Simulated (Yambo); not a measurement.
# InP: Hartree-Fock levels with PBEsol

**Measured values to compare with.**

From a printed reference work, data compilation, for a bulk crystal of InP at 1.6 K: band gap 1.4236 eV (direct).

InP:

```xyz
2
Lattice="0.0000 2.9305 2.9305 2.9305 0.0000 2.9305 2.9305 2.9305 0.0000" Properties=species:S:1:pos:R:3 pbc="T T T"
In    0.0000    0.0000    0.0000
P     4.3957    4.3957    4.3957
```

* Program: Yambo 5.3.0
* Task: Hartree-Fock levels
* Functional: PBEsol
* Potentials or basis: PseudoDojo 0.4.1 SR PBEsol standard
* Cutoff: 952 eV
* Density cutoff: 3810 eV
* k mesh: 6 × 6 × 6
* Occupations: fixed
* Spin: no spin polarisation
* k mesh of the self-consistent run: 8 × 8 × 8
* Random integration of the Coulomb term: yes
* States corrected: Γ and the k points of the band edges
* Cutoff of exchange and Vxc: 70 Ry
* Bands corrected (first, last): [7, 11]

```
Band gap on the k mesh, mean-field level          : 0.61 eV, direct
Quasiparticle gap                                 : 5.44 eV
Least direct quasiparticle gap                    : 5.44 eV
Quasiparticle gap at Γ                            : 5.44 eV
Band gap of the same states before the correction : 0.61 eV
```

Quasiparticle terms (eV):
| k point | band | Kohn-Sham level | Vxc | Σx | Σc | Z | result |
| --- | --- | --- | --- | --- | --- | --- | --- |
| (0.000, 0.000, 0.000) | 7 | 0.00 | -12.42 | -13.90 | - | - | -1.48 |
| (0.000, 0.000, 0.000) | 8 | 0.00 | -12.42 | -13.90 | - | - | -1.48 |
| (0.000, 0.000, 0.000) | 9 | 0.00 | -12.42 | -13.90 | - | - | -1.48 |
| (0.000, 0.000, 0.000) | 10 | 0.61 | -11.30 | -7.95 | - | - | 3.96 |
| (0.000, 0.000, 0.000) | 11 | 4.02 | -10.28 | -6.52 | - | - | 7.77 |

Run time: 3.6 min on 1 thread of Intel(R) Xeon(R) Processor @ 2.50GHz (Skylake/Cascade Lake), on a shared host.

Against the measured gap of InP, 1.4236 eV (direct; 1.6 K; a printed reference work, data compilation), the calculated 5.44 eV is off by +4.02 eV. So large a miss can be the level of theory's own, or it may mean another phase, state or a wrong row. Spin-orbit coupling on In is left out. The value is that of Hartree-Fock on PBEsol, without temperature or zero-point motion.

Caveat: the potentials hold a filled d shell without the s and p states of that shell, which can shift GW gaps by tenths of an eV, either way; spin-orbit coupling is left out, which moves the levels of the heavy elements.
